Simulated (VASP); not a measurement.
HfB3: relaxation of cell and atoms with PBE

Crystal: HfB3.

```
CELL_PARAMETERS angstrom
3.39153 0.00000 0.00000
0.00000 3.39153 0.00000
0.00000 0.00000 3.39153
ATOMIC_POSITIONS crystal
Hf 0.00000 0.00000 0.00000
B 0.50000 0.50000 0.00000
B 0.50000 0.00000 0.50000
B 0.00000 0.50000 0.50000
```

The cell comes from a database or a generator and needn't be the stable form of this composition.

The cell isn't the ideal one: cell and atoms relaxed tightly for response.

```
Program                : VASP 6.6.1
Task                   : relaxation of cell and atoms
Functional             : PBE
Potentials or basis    : VASP PAW PBE potentials, release 64 (Hf_pv, B)
Cutoff                 : 600 eV
k mesh                 : 12 × 12 × 12
Occupations            : fermi-dirac, width 0.15 eV
Spin                   : no spin polarisation
Dipole correction      : no
Further INCAR settings : ALGO = Normal; EDIFF = 1e-06; IBRION = 2; EDIFFG = -0.001; NSW = 80; ISIF = 3
```

* Relaxed volume: 9.80 Å³/atom
* Relaxed cell: a = 3.397 Å, b = 3.397 Å, c = 3.397 Å, α = 90.00°, β = 90.00°, γ = 90.00°
* Space group after relaxing (to 0.05 Å): Pm-3m (No. 221)
* Energy gained by relaxing: 0.1 meV/atom
* Ionic steps: 7
* Pressure after relaxing: 0.0 GPa
* Band gap on the k mesh: none (metal or under the smearing width)

The path:
| step | energy change (eV) | largest force (eV/Å) | pressure (GPa) | volume (Å³) |
| --- | --- | --- | --- | --- |
| 1 | 0.0000 | 0.0000 | 0.96 | 39.01 |
| 2 | -0.0002 | 0.0000 | -0.71 | 39.34 |
| 3 | -0.0006 | 0.0000 | 0.03 | 39.20 |
| 4 | -0.0006 | 0.0000 | -0.04 | 39.21 |
| 5 | -0.0006 | 0.0000 | 0.03 | 39.19 |
| 6 | -0.0006 | 0.0000 | 0.03 | 39.20 |
| 7 | -0.0006 | 0.0000 | 0.00 | 39.20 |

Final structure:
```
Hf B
1.0
     3.39706    0.00000    0.00000
     0.00000    3.39706    0.00000
     0.00000    0.00000    3.39706
Hf B
1 3
Direct
  0.00000 0.00000 0.00000
  0.50000 0.50000 0.00000
  0.50000 0.00000 0.50000
  0.00000 0.50000 0.50000
```

Levels at points of the mesh, in eV from the Fermi level:
```tsv
k point	band 7	band 8	band 9	band 10	band 11	band 12
(0.00, 0.00, 0.00)	-3.16	-3.16	-3.16	2.80	2.80	2.80
(0.50, 0.00, 0.00)	-4.10	-3.83	-0.73	0.69	0.69	2.60
(0.50, 0.50, 0.00)	-6.92	-2.56	-2.56	0.84	1.15	2.96
(0.50, 0.50, 0.50)	-6.51	-3.75	-3.75	-3.75	5.32	5.35
```

It took 100 s on 1 thread of Intel(R) Xeon(R) Platinum 8488C (Sapphire Rapids) (shared host), peak memory 0.2 GiB.

Spin-orbit coupling is left out, which matters for the levels of Hf.
